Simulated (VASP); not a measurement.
# Cu3O2 (I4/mmm) in VASP: equation of state, part 2 of 2

VASP 6.6.1. Earlier steps stand in the parts before.

### 4 Equation of state, PBEsol, 11.79 Å³/atom (volume scaled by 0.98)

INCAR reads:

```
SYSTEM = Cu3O2
  PREC = Accurate
  ENCUT = 520
  EDIFF = 1E-7
  ISMEAR = -1
  SIGMA = 0.05
  LREAL = .FALSE.
  LASPH = .TRUE.
  NELM = 80
  ALGO = Normal
  ISIF = 2
  LWAVE = .FALSE.
  LCHARG = .FALSE.
  GGA = PS
  NBANDS = 30
  KPAR = 2
```

KPOINTS reads:

```
regular mesh
0
G
  9 9 9
  0 0 0
```

POSCAR reads:

```
Cu3O2
1.0
   -2.0094045305      2.0094045305      3.6489611095
    2.0094045305     -2.0094045305      3.6489611095
    2.0094045305      2.0094045305     -3.6489611095
Cu O
3 2
Direct
    0.0000000000      0.0000000000      0.0000000000
    0.7500000000      0.2500000000      0.5000000000
    0.2500000000      0.7500000000      0.5000000000
    0.5000000000      0.0000000000      0.5000000000
    0.0000000000      0.5000000000      0.5000000000
```

Launch:

```console
> cat potpaw_PBE.64/Cu/POTCAR potpaw_PBE.64/O/POTCAR > POTCAR
> mpirun -np 2 vasp_std > vasp.out
```

It took 43 s on 2 MPI ranks of Intel Xeon 6975P-C (Granite Rapids), shared host; peak memory 0.25 GiB.

The run converged. Its results:

| Quantity | Value |
| --- | --- |
| Free energy | -24.9814 eV |
| Pressure | -2.8 GPa |
| Band gap on the k mesh | none (metal or under the smearing width) |

Caveat: the PAW data sets were made with another functional, which shifts forces and pressure a little; an odd number of electrons without spin polarisation forces a metal; a magnetic or distorted state may lie lower; the run has no spin polarisation, though such a crystal can be magnetic; semilocal functionals often make such compounds metallic where correlation or magnetic order opens a gap, which also shifts bond lengths.

### 5 Equation of state, PBEsol, 12.27 Å³/atom (volume scaled by 1.02)

INCAR is that of step 4.

KPOINTS is that of step 4.

Edit POSCAR of step 4 so:

```diff
@@ -2,5 +2,5 @@
 1.0
-   -2.0094045305      2.0094045305      3.6489611095
-    2.0094045305     -2.0094045305      3.6489611095
-    2.0094045305      2.0094045305     -3.6489611095
+   -2.0363796222      2.0363796222      3.6979462984
+    2.0363796222     -2.0363796222      3.6979462984
+    2.0363796222      2.0363796222     -3.6979462984
 Cu O
```

Launch:

```console
> cat potpaw_PBE.64/Cu/POTCAR potpaw_PBE.64/O/POTCAR > POTCAR
> mpirun -np 2 vasp_std > vasp.out
```

Wall time 44 s (2 MPI ranks of Intel Xeon 6975P-C (Granite Rapids), shared host); peak memory 0.26 GiB.

The run converged. Its results:

```
Free energy            : -24.9033 eV
Pressure               : -7.8 GPa
Band gap on the k mesh : none (metal or under the smearing width)
```

Caveat: the PAW data sets were made with another functional, which shifts forces and pressure a little; an odd number of electrons without spin polarisation forces a metal; a magnetic or distorted state may lie lower; the run has no spin polarisation, though such a crystal can be magnetic; semilocal functionals often make such compounds metallic where correlation or magnetic order opens a gap, which also shifts bond lengths.

### 6 Equation of state, PBEsol, 12.51 Å³/atom (volume scaled by 1.04)

INCAR is that of step 5.

KPOINTS is that of step 5.

Edit POSCAR of step 5 so:

```diff
@@ -2,5 +2,5 @@
 1.0
-   -2.0363796222      2.0363796222      3.6979462984
-    2.0363796222     -2.0363796222      3.6979462984
-    2.0363796222      2.0363796222     -3.6979462984
+   -2.0496032371      2.0496032371      3.7219596096
+    2.0496032371     -2.0496032371      3.7219596096
+    2.0496032371      2.0496032371     -3.7219596096
 Cu O
```

Potentials or basis: VASP PAW PBE potentials, release 64 (Cu, O).

Launch:

```console
> cat potpaw_PBE.64/Cu/POTCAR potpaw_PBE.64/O/POTCAR > POTCAR
> mpirun -np 2 vasp_std > vasp.out
```

OUTCAR:

```text
SYSTEM = Cu3O2
   PREC = Accurate
   ENCUT = 520
   EDIFF = 1E-7
   ISMEAR = -1
   LREAL = .FALSE.
   LASPH = .TRUE.
   NELM = 80
   ISIF = 2
   GGA = PS

 Found     75 irreducible k-points:

 Following reciprocal coordinates:
            Coordinates               Weight
  0.000000  0.000000  0.000000      1.000000
  0.111111  0.000000  0.000000      8.000000
  0.222222 -0.000000  0.000000      8.000000
[... 279 lines left out ...]
  Direction    XX          YY          ZZ          XY          YZ          ZX
  --------------------------------------------------------------------------------------
  -------------------------------------------------------------------------------------
  Total       -2.8799431     -2.8799431     -5.7833466      0.0000000      0.0000000      0.0000000
  in kB      -73.7773817    -73.7773817   -148.1557653      0.0000000      0.0000000      0.0000000
  external PRESSURE =     -98.5701762 kB  Pullay stress =       0.0000000 kB

 VOLUME and BASIS-vectors are now :
 -----------------------------------------------------------------------------
  energy-cutoff  :      520.00
  volume of cell :       62.54
      direct lattice vectors                 reciprocal lattice vectors
    -2.049603237  2.049603237  3.721959610     0.000000000  0.243949654  0.134337836
     2.049603237 -2.049603237  3.721959610     0.243949654  0.000000000  0.134337836
     2.049603237  2.049603237 -3.721959610     0.243949654  0.243949654  0.000000000

 POSITION                                       TOTAL-FORCE (eV/Angst)
 -----------------------------------------------------------------------------------
      0.00000      0.00000      0.00000         0.000000      0.000000     -0.000000
     -0.00000      2.04960      1.86098        -0.000000      0.000000      0.000000
      2.04960     -0.00000      1.86098         0.000000     -0.000000      0.000000
      0.00000      2.04960      0.00000         0.000000      0.000000     -0.000000
      2.04960      0.00000      0.00000         0.000000      0.000000     -0.000000
 -----------------------------------------------------------------------------------
    total drift:                                0.000000      0.000000      0.000000

  FREE ENERGIE OF THE ION-ELECTRON SYSTEM (eV)
  ---------------------------------------------------
  free  energy   TOTEN  =       -24.8382752084 eV

  energy  without entropy=      -24.8207413514  energy(sigma->0) =      -24.82950828
```

It took 49 s on 2 MPI ranks of Intel Xeon 6975P-C (Granite Rapids), shared host; peak memory 0.26 GiB.

What came out:

```
Free energy            : -24.8383 eV
Pressure               : -9.9 GPa
Band gap on the k mesh : none (metal or under the smearing width)
```

Caveat: the PAW data sets were made with another functional, which shifts forces and pressure a little; an odd number of electrons without spin polarisation forces a metal; a magnetic or distorted state may lie lower; the run has no spin polarisation, though such a crystal can be magnetic; semilocal functionals often make such compounds metallic where correlation or magnetic order opens a gap, which also shifts bond lengths.

### 7 Equation of state, PBEsol, 12.75 Å³/atom (volume scaled by 1.06)

INCAR is that of step 6.

KPOINTS is that of step 6.

Edit POSCAR of step 6 so:

```diff
@@ -2,5 +2,5 @@
 1.0
-   -2.0496032371      2.0496032371      3.7219596096
-    2.0496032371     -2.0496032371      3.7219596096
-    2.0496032371      2.0496032371     -3.7219596096
+   -2.0626583867      2.0626583867      3.7456669979
+    2.0626583867     -2.0626583867      3.7456669979
+    2.0626583867      2.0626583867     -3.7456669979
 Cu O
```

Launch:

```console
> cat potpaw_PBE.64/Cu/POTCAR potpaw_PBE.64/O/POTCAR > POTCAR
> mpirun -np 2 vasp_std > vasp.out
```

Run time: 48 s. Hardware: 2 MPI ranks of Intel Xeon 6975P-C (Granite Rapids), shared host; peak memory 0.26 GiB.

Results (log left out):

```
Free energy            : -24.7587 eV
Pressure               : -11.7 GPa
Band gap on the k mesh : none (metal or under the smearing width)
```

Caveat: the PAW data sets were made with another functional, which shifts forces and pressure a little; an odd number of electrons without spin polarisation forces a metal; a magnetic or distorted state may lie lower; the run has no spin polarisation, though such a crystal can be magnetic; semilocal functionals often make such compounds metallic where correlation or magnetic order opens a gap, which also shifts bond lengths.

### 8 Equation of state, PBEsol

Potentials or basis: VASP PAW PBE potentials, release 64 (Cu, O).

No new run: the results of the series are fitted here.

What came out:

| Quantity | Value |
| --- | --- |
| Equilibrium volume | 11.57 Å³/atom |
| Bulk modulus at fixed shape and positions | 150 GPa |
| Pressure derivative of the bulk modulus | 4.8 |

Energy against volume, from the lowest point:
```tsv
volume (Å³/atom)	energy (meV/atom)
11.306	3.04
11.546	0.00
11.787	1.72
12.027	7.67
12.268	17.35
12.508	30.34
12.749	46.26
```

Caveat: the cell was scaled at fixed shape and fractional positions, which overstates the stiffness of a crystal with free parameters, most of all of layers and chains; the PAW data sets were made with another functional, which shifts forces and pressure a little; the run has no spin polarisation, though such a crystal can be magnetic.
